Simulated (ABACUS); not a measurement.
# AlCo (Pm-3m) in ABACUS: a series of runs

One crystal, AlCo, is run at these levels: PBE; tasks: equation of state.

Program: ABACUS 3.10.1. These are calculated values, not measurements. Logs are shortened: lines on timing, memory, paths and dates and some standing lists are left out, and cuts for length are marked.

## Step 1: The crystal as given

The structure is cubic, space group Pm-3m (No. 221). Conventional cell: a = 2.819 Å, b = 2.819 Å, c = 2.819 Å, α = 90.00°, β = 90.00°, γ = 90.00°. Co (site symmetry m-3m) has 8 Al at 2.44 Å as nearest neighbours. Al (site symmetry m-3m) has 8 Co at 2.44 Å as nearest neighbours.

The cell is a database's computed one.

## Step 2: Equation of state, PBE, collinear spin, ferromagnetic start, 10.53 Å³/atom (volume scaled by 0.94)

File INPUT:

```
INPUT_PARAMETERS
suffix              AlCo
calculation         scf
basis_type          lcao
pseudo_dir          ./
orbital_dir         ./
symmetry            1
dft_functional      pbe
ecutwfc             100
pseudo_rcut         10
nspin               2
nbands              15
ks_solver           genelpa
smearing_method     fd
smearing_sigma      0.00367493
scf_thr             1e-07
scf_nmax            100
mixing_type         broyden
mixing_beta         0.4
cal_force           1
cal_stress          1
out_mul             1
```

File STRU:

```
ATOMIC_SPECIES
Co 58.9332 Co.upf
Al 26.9815 Al.upf

NUMERICAL_ORBITAL
Co_confined-atom_7au_3s2p2d1f.orb
Al_confined-atom_8au_2s2p1d.orb

LATTICE_CONSTANT
1.8897261246

LATTICE_VECTORS
2.7618482194 0.0000000000 0.0000000000
0.0000000000 2.7618482194 0.0000000000
0.0000000000 0.0000000000 2.7618482194

ATOMIC_POSITIONS
Direct

Co
0.0
1
0.5000000000 0.5000000000 0.5000000000 1 1 1 mag 2

Al
0.0
1
0.0000000000 0.0000000000 0.0000000000 1 1 1 mag 0
```

File KPT:

```
K_POINTS
0
Gamma
9 9 9 0 0 0
```

Potentials or basis: PseudoDojo NC SR 0.4.1 PBE standard, DZP LCAO (the cutoffs set its grid).

The run is started by

```
$ OMP_NUM_THREADS=1 mpirun -np 4 abacus > log
```

running log:

```text
ABACUS v3.10.1

               Atomic-orbital Based Ab-initio Computation at UStc

 ------------------------------------------------------------------------------------

 READING GENERAL INFORMATION
                           global_out_dir = OUT.AlCo/
                           global_in_card = INPUT
                               pseudo_dir = ./
                              orbital_dir = ./
                                    DSIZE = 4
                                    GSIZE = 1

 READING UNITCELL INFORMATION
                                    ntype = 2
                  lattice constant (Bohr) = 1.88973
              lattice constant (Angstrom) = 1

 READING ATOM TYPE 1
                               atom label = Co
                      L=0, number of zeta = 3
                      L=1, number of zeta = 2
                      L=2, number of zeta = 2
                      L=3, number of zeta = 1
             number of atom for this type = 1
               magnetization of element 1 = 2

 READING ATOM TYPE 2
                               atom label = Al
                      L=0, number of zeta = 2
                      L=1, number of zeta = 2
                      L=2, number of zeta = 1
             number of atom for this type = 1
               magnetization of element 2 = 0

                        TOTAL ATOM NUMBER = 2
DIRECT COORDINATES
    atom                   x                   y                   z     mag                  vx                  vy                  vz
taud_Co1            0.5000000000        0.5000000000        0.5000000000  2.0000        0.0000000000        0.0000000000        0.0000000000
taud_Al1            0.0000000000        0.0000000000        0.0000000000  0.0000        0.0000000000        0.0000000000        0.0000000000

                          Volume (Bohr^3) = 142.166
                             Volume (A^3) = 21.0668

 Lattice vectors: (Cartesian coordinate: in unit of a_0)
             +2.76185                  +0                  +0
                   +0            +2.76185                  +0
                   +0                  +0            +2.76185
 Reciprocal vectors: (Cartesian coordinate: in unit of 2 pi/a_0)
            +0.362076                  -0                  +0
                   -0           +0.362076                  -0
                   +0                  -0           +0.362076
 The esolver type has been set to : ksdft_lcao

                PAO radial cut off (Bohr) = 10

 Read in pseudopotential file is Co.upf
                     pseudopotential type = NC
          exchange-correlation functional = PBE
                 nonlocal core correction = 1
                        valence electrons = 17
                                     lmax = 2
                           number of zeta = 4
                     number of projectors = 6
                           L of projector = 0
[... 5 lines left out ...]
                PAO radial cut off (Bohr) = 10

 Read in pseudopotential file is Al.upf
                     pseudopotential type = NC
          exchange-correlation functional = PBE
                 nonlocal core correction = 1
                        valence electrons = 3
                                     lmax = 2
                           number of zeta = 2
                     number of projectors = 6
                           L of projector = 0
                           L of projector = 0
                           L of projector = 1
                           L of projector = 1
                           L of projector = 2
                           L of projector = 2
     initial pseudo atomic orbital number = 14
 The readin total magnetization is 2

 SETUP THE ELECTRONS NUMBER
            electron number of element Co = 17
      total electron number of element Co = 17
            electron number of element Al = 3
      total electron number of element Al = 3
            AUTOSET number of electrons:  = 20
                           occupied bands = 10
                                   NLOCAL = 39
                                   NBANDS = 15
                                   NBANDS = 15
                                   NLOCAL = 39

%%%%%%%%%%%%%%%%%%%%%%%%%%%%%%%%%%%%%%%%%%%%%%%%%%%%%%%%%%%%%%%%%%%%%%%%%%%%%%%%%%%%%%%%%%%%%%%%%%%%%%%%%%
 Warning: the number of valence electrons in pseudopotential > 9 for Co: [Ar] 3d7 4s2
 Pseudopotentials with additional electrons can yield (more) accurate outcomes, but may be less efficient.
 If you're confident that your chosen pseudopotential is appropriate, you can safely ignore this warning.
%%%%%%%%%%%%%%%%%%%%%%%%%%%%%%%%%%%%%%%%%%%%%%%%%%%%%%%%%%%%%%%%%%%%%%%%%%%%%%%%%%%%%%%%%%%%%%%%%%%%%%%%%%

 SETUP THE PLANE WAVE BASIS
 energy cutoff for charge/potential (unit:Ry) = 400
[... 84 lines left out ...]
       6  0.11111111  0.11111111  0.00000000  0.0165      10
[... 22 lines left out ...]
[... 24 lines left out ...]
     PROC   COLUMNS(POT)             PW
        1             66            780
        2             66            780
        3             64            780
        4             65            779
 --------------- sum -------------------
        4            261           3119

 SET NONLOCAL PSEUDOPOTENTIAL PROJECTORS
 SET NONLOCAL PSEUDOPOTENTIAL PROJECTORS
 max number of nonlocal projetors among all species is 6

 -------------------------------------------
 SELF-CONSISTENT
 -------------------------------------------

 SETUP SEARCHING RADIUS FOR PROGRAM TO SEARCH ADJACENT ATOMS
                  longest orb rcut (Bohr) = 8
   longest nonlocal projector rcut (Bohr) = 1.78
                     search radius (Bohr) = 19.6
              searching radius is (Bohr)) = 19.6
         searching radius unit is (Bohr)) = 1.89
                         PeriodicBoundary = 1
                        Radius(unit:lat0) = 10.4
                                   glayer = [ 5, 5, 5 ]
                             glayer_minus = [ 4, 4, 4 ]

Find the coordinate range of the input atom(unit:lat0).
                                  min_tau = [ -11, -11, -11 ]
                                  max_tau = [ 12.4, 12.4, 12.4 ]
                                BoxNumber = [ 9, 9, 9 ]

 SETUP EXTENDED REAL SPACE GRID FOR GRID INTEGRATION
                          real space grid = [ 36, 36, 36 ]
                 big cell numbers in grid = [ 12, 12, 12 ]
             meshcell numbers in big cell = [ 3, 3, 3 ]
                        extended fft grid = [ 19, 19, 19 ]
                dimension of extened grid = [ 51, 51, 51 ]
                            UnitCellTotal = 125
              Atom number in sub-FFT-grid = 2
    Local orbitals number in sub-FFT-grid = 39
                                ParaV.nnr = 66790
                                 init_chg = atomic

 LCAO ALGORITHM --------------- ION=   1  ELEC=   1--------------------------------
          total magnetism (Bohr mag/cell) = 0.590668
       absolute magnetism (Bohr mag/cell) = 0.841344
                        nelec for spin up = 10.2953
                      nelec for spin down = 9.70467
[... 211 lines left out ...]
 Density error is 8.05516498191e-08
----------------------------------------------------------
     Energy           Rydberg                 eV
----------------------------------------------------------
 E_KohnSham     -310.7722205937      -4228.2729801873
 E_KS(sigma->0) -310.7720856379      -4228.2711440192
 E_Harris       -310.7722236874      -4228.2730222797
 E_band         -18.3250233483       -249.3247335194
 E_one_elec     -175.3899759753      -2386.3030453465
 E_Hartree      100.8434644179       1372.0457221438
 E_xc           -58.5500561299       -796.6143815862
 E_Ewald        -177.6753829948      -2417.3976030622
 E_entropy(-TS) -0.0002699116        -0.0036723361
 E_descf        0.0000000000         0.0000000000
 E_exx          0.0000000000         0.0000000000
 E_Fermi        1.2097320432         16.4592488412
----------------------------------------------------------

 charge density convergence is achieved
 final etot is -4228.2729802 eV
 EFERMI = 16.459248841 eV

 STATE ENERGY(eV) AND OCCUPATIONS    NSPIN == 2
SPIN UP :
 1/35 kpoint (Cartesian) = 0.0000 0.0000 0.0000 (600 pws)
       1       -78.4479     0.00137174
       2       -41.7250     0.00137174
       3       -41.7250     0.00137174
       4       -41.7250     0.00137174
       5        4.66955     0.00137174
       6        13.0401     0.00137174
       7        13.0401     0.00137174
       8        15.5374     0.00137174
       9        15.5374     0.00137174
      10        15.5374     0.00137174
      11        22.8850    2.10862e-59
      12        22.8850    2.10862e-59
      13        22.8850    2.10862e-59
      14        25.6265    3.24571e-83
      15        25.6265    3.24571e-83
[... 71 lines left out ...]
       2       -41.7319      0.0164609
       3       -41.7315      0.0164609
       4       -41.7238      0.0164609
       5        5.16888      0.0164609
       6        13.0594      0.0164609
       7        13.1279      0.0164609
       8        15.2421      0.0164609
       9        15.3917      0.0164609
      10        15.4457      0.0164609
      11        20.9429    1.86880e-41
      12        21.6887    6.21782e-48
      13        23.5728    2.68734e-64
      14        26.4331    3.84154e-89
      15        28.3411        0.00000

[... levels at 64 further k points ...]

-------------------------------------------------
 Total Magnetism (uB)
-------------------------------------------------
                        Co1        -0.0000000088
                        Al1         0.0000001379
-------------------------------------------------

 correction force for each atom along direction 1 is 2.24278e-14
 correction force for each atom along direction 2 is 9.95433e-15
 correction force for each atom along direction 3 is -2.88538e-14
------------------------------------------------------------------------------------------
 TOTAL-FORCE (eV/Angstrom)
------------------------------------------------------------------------------------------
                       Co1         0.0000000000         0.0000000000         0.0000000000
                       Al1         0.0000000000         0.0000000000         0.0000000000
------------------------------------------------------------------------------------------

----------------------------------------------------------------
 TOTAL-STRESS (KBAR)
----------------------------------------------------------------
       221.0356618746        -0.0000000000         0.0000000000
        -0.0000000000       221.0356618746         0.0000000000
         0.0000000000         0.0000000000       221.0356618746
----------------------------------------------------------------
 TOTAL-PRESSURE: 221.035662 KBAR

 --------------------------------------------
 !FINAL_ETOT_IS -4228.2729801872510507 eV
 --------------------------------------------
```

It took 20 s on 4 MPI ranks of Intel Xeon at 2.60GHz (Ice Lake), shared host; peak memory 0.52 GiB.

Results:

```
Free energy            : -4228.2730 eV
Pressure               : 22.1 GPa
Band gap on the k mesh : none (metal or under the smearing width)
Net moment             : 0.00 μB per cell
Absolute moment        : 0.00 μB per cell
Mulliken charges       : Co -0.03; Al +0.03 e
```

Caveat: the atomic orbitals were generated for these runs and aren't a published set; Mulliken charges move with the basis; the starting moments collapsed, and a magnetic state may lie lower; the basis of atomic orbitals isn't converged, which shifts pressures, moduli and gaps.

## Step 3: Equation of state, PBE, collinear spin, ferromagnetic start, 10.76 Å³/atom (volume scaled by 0.96)

INPUT is that of step 2.

STRU: that of step 2 with these lines changed.

```diff
@@ -12,5 +12,5 @@
 LATTICE_VECTORS
-2.7618482194 0.0000000000 0.0000000000
-0.0000000000 2.7618482194 0.0000000000
-0.0000000000 0.0000000000 2.7618482194
+2.7812984956 0.0000000000 0.0000000000
+0.0000000000 2.7812984956 0.0000000000
+0.0000000000 0.0000000000 2.7812984956
```

KPT is that of step 2.

Potentials or basis: PseudoDojo NC SR 0.4.1 PBE standard, DZP LCAO (the cutoffs set its grid).

The run is started by

```
$ OMP_NUM_THREADS=1 mpirun -np 4 abacus > log
```

Wall time 21 s (4 MPI ranks of Intel Xeon at 2.60GHz (Ice Lake), shared host); peak memory 0.52 GiB.

It converged, with:

```yaml
Free_energy: -4228.3271 eV
Pressure: 16.7 GPa
Band_gap_on_the_k_mesh: none (metal or under the smearing width)
Net_moment: 0.00 μB per cell
Absolute_moment: 0.00 μB per cell
Mulliken_charges: Co -0.05; Al +0.05 e
```

Caveat: the atomic orbitals were generated for these runs and aren't a published set; Mulliken charges move with the basis; the starting moments collapsed, and a magnetic state may lie lower; the basis of atomic orbitals isn't converged, which shifts pressures, moduli and gaps.

## Step 4: Equation of state, PBE, collinear spin, ferromagnetic start, 10.98 Å³/atom (volume scaled by 0.98)

INPUT is that of step 3.

STRU: that of step 3 with these lines changed.

```diff
@@ -12,5 +12,5 @@
 LATTICE_VECTORS
-2.7812984956 0.0000000000 0.0000000000
-0.0000000000 2.7812984956 0.0000000000
-0.0000000000 0.0000000000 2.7812984956
+2.8004804707 0.0000000000 0.0000000000
+0.0000000000 2.8004804707 0.0000000000
+0.0000000000 0.0000000000 2.8004804707
```

KPT is that of step 3.

The run is started by

```
$ OMP_NUM_THREADS=1 mpirun -np 4 abacus > log
```

Wall time 22 s (4 MPI ranks of Intel Xeon at 2.60GHz (Ice Lake), shared host); peak memory 0.52 GiB.

Results (log left out):

```yaml
Free_energy: -4228.3672 eV
Pressure: 11.9 GPa
Band_gap_on_the_k_mesh: none (metal or under the smearing width)
Net_moment: 0.00 μB per cell
Absolute_moment: 0.00 μB per cell
Mulliken_charges: Co -0.07; Al +0.07 e
```

Caveat: the atomic orbitals were generated for these runs and aren't a published set; Mulliken charges move with the basis; the starting moments collapsed, and a magnetic state may lie lower; the basis of atomic orbitals isn't converged, which shifts pressures, moduli and gaps.

## Step 5: Equation of state, PBE, collinear spin, ferromagnetic start, 11.21 Å³/atom

INPUT is that of step 4.

STRU: that of step 4 with these lines changed.

```diff
@@ -12,5 +12,5 @@
 LATTICE_VECTORS
-2.8004804707 0.0000000000 0.0000000000
-0.0000000000 2.8004804707 0.0000000000
-0.0000000000 0.0000000000 2.8004804707
+2.8194032100 0.0000000000 0.0000000000
+0.0000000000 2.8194032100 0.0000000000
+0.0000000000 0.0000000000 2.8194032100
```

KPT is that of step 4.

The run is started by

```
$ OMP_NUM_THREADS=1 mpirun -np 4 abacus > log
```

Wall time 20 s (4 MPI ranks of Intel Xeon at 2.60GHz (Ice Lake), shared host); peak memory 0.48 GiB.

Results (log left out):

* Free energy: -4228.3941 eV
* Pressure: 7.5 GPa
* Band gap on the k mesh: none (metal or under the smearing width)
* Net moment: 0.00 μB per cell
* Absolute moment: 0.00 μB per cell
* Mulliken charges: Co -0.10; Al +0.10 e

Caveat: the atomic orbitals were generated for these runs and aren't a published set; Mulliken charges move with the basis; the starting moments collapsed, and a magnetic state may lie lower; the basis of atomic orbitals isn't converged, which shifts pressures, moduli and gaps.

## Step 6: Equation of state, PBE, collinear spin, ferromagnetic start, 11.43 Å³/atom (volume scaled by 1.02)

INPUT is that of step 5.

STRU: that of step 5 with these lines changed.

```diff
@@ -12,5 +12,5 @@
 LATTICE_VECTORS
-2.8194032100 0.0000000000 0.0000000000
-0.0000000000 2.8194032100 0.0000000000
-0.0000000000 0.0000000000 2.8194032100
+2.8380752986 0.0000000000 0.0000000000
+0.0000000000 2.8380752986 0.0000000000
+0.0000000000 0.0000000000 2.8380752986
```

KPT is that of step 5.

Potentials or basis: PseudoDojo NC SR 0.4.1 PBE standard, DZP LCAO (the cutoffs set its grid).

The run is started by

```
$ OMP_NUM_THREADS=1 mpirun -np 4 abacus > log
```

Wall time 22 s (4 MPI ranks of Intel Xeon at 2.60GHz (Ice Lake), shared host); peak memory 0.52 GiB.

The run converged. Its results:

```
Free energy            : -4228.4096 eV
Pressure               : 3.6 GPa
Band gap on the k mesh : none (metal or under the smearing width)
Net moment             : 0.00 μB per cell
Absolute moment        : 0.00 μB per cell
Mulliken charges       : Co -0.12; Al +0.12 e
```

Caveat: the atomic orbitals were generated for these runs and aren't a published set; Mulliken charges move with the basis; the starting moments collapsed, and a magnetic state may lie lower; the basis of atomic orbitals isn't converged, which shifts pressures, moduli and gaps.

## Step 7: Equation of state, PBE, collinear spin, ferromagnetic start, 11.65 Å³/atom (volume scaled by 1.04)

INPUT is that of step 6.

STRU: that of step 6 with these lines changed.

```diff
@@ -12,5 +12,5 @@
 LATTICE_VECTORS
-2.8380752986 0.0000000000 0.0000000000
-0.0000000000 2.8380752986 0.0000000000
-0.0000000000 0.0000000000 2.8380752986
+2.8565048754 0.0000000000 0.0000000000
+0.0000000000 2.8565048754 0.0000000000
+0.0000000000 0.0000000000 2.8565048754
```

KPT is that of step 6.

The run is started by

```
$ OMP_NUM_THREADS=1 mpirun -np 4 abacus > log
```

It took 20 s on 4 MPI ranks of Intel Xeon at 2.60GHz (Ice Lake), shared host; peak memory 0.48 GiB.

It converged, with:

| Property | Result |
| --- | --- |
| Free energy | -4228.4145 eV |
| Pressure | 0.0 GPa |
| Band gap on the k mesh | none (metal or under the smearing width) |
| Net moment | 0.00 μB per cell |
| Absolute moment | 0.00 μB per cell |
| Mulliken charges | Co -0.14; Al +0.14 e |

Caveat: the atomic orbitals were generated for these runs and aren't a published set; Mulliken charges move with the basis; the starting moments collapsed, and a magnetic state may lie lower; the basis of atomic orbitals isn't converged, which shifts pressures, moduli and gaps.

## Step 8: Equation of state, PBE, collinear spin, ferromagnetic start, 11.88 Å³/atom (volume scaled by 1.06)

INPUT is that of step 7.

STRU: that of step 7 with these lines changed.

```diff
@@ -12,5 +12,5 @@
 LATTICE_VECTORS
-2.8565048754 0.0000000000 0.0000000000
-0.0000000000 2.8565048754 0.0000000000
-0.0000000000 0.0000000000 2.8565048754
+2.8746996645 0.0000000000 0.0000000000
+0.0000000000 2.8746996645 0.0000000000
+0.0000000000 0.0000000000 2.8746996645
```

KPT is that of step 7.

The run is started by

```
$ OMP_NUM_THREADS=1 mpirun -np 4 abacus > log
```

Run time: 18 s. Hardware: 4 MPI ranks of Intel Xeon at 2.60GHz (Ice Lake), shared host; peak memory 0.52 GiB.

The run converged. Its results:

| Item | Value |
| --- | --- |
| Free energy | -4228.4101 eV |
| Pressure | -3.2 GPa |
| Band gap on the k mesh | none (metal or under the smearing width) |
| Net moment | 0.00 μB per cell |
| Absolute moment | 0.00 μB per cell |
| Mulliken charges | Co -0.16; Al +0.16 e |

Caveat: the atomic orbitals were generated for these runs and aren't a published set; Mulliken charges move with the basis; the starting moments collapsed, and a magnetic state may lie lower; the basis of atomic orbitals isn't converged, which shifts pressures, moduli and gaps.

## Step 9: Equation of state, PBE, collinear spin, ferromagnetic start

Potentials or basis: PseudoDojo NC SR 0.4.1 PBE standard, DZP LCAO (the cutoffs set its grid).

This step only gathers the single runs of the series.

Results:

| Item | Value |
| --- | --- |
| Equilibrium volume | 11.66 Å³/atom |
| Bulk modulus | 175 GPa |
| Pressure derivative of the bulk modulus | 4.3 |

Energy against volume, from the lowest point:
| volume (Å³/atom) | energy (meV/atom) |
| --- | --- |
| 10.533 | 70.77 |
| 10.758 | 43.71 |
| 10.982 | 23.68 |
| 11.206 | 10.22 |
| 11.430 | 2.45 |
| 11.654 | 0.00 |
| 11.878 | 2.20 |

Caveat: the atomic orbitals were generated for these runs and aren't a published set; the basis of atomic orbitals isn't converged, which shifts pressures, moduli and gaps.
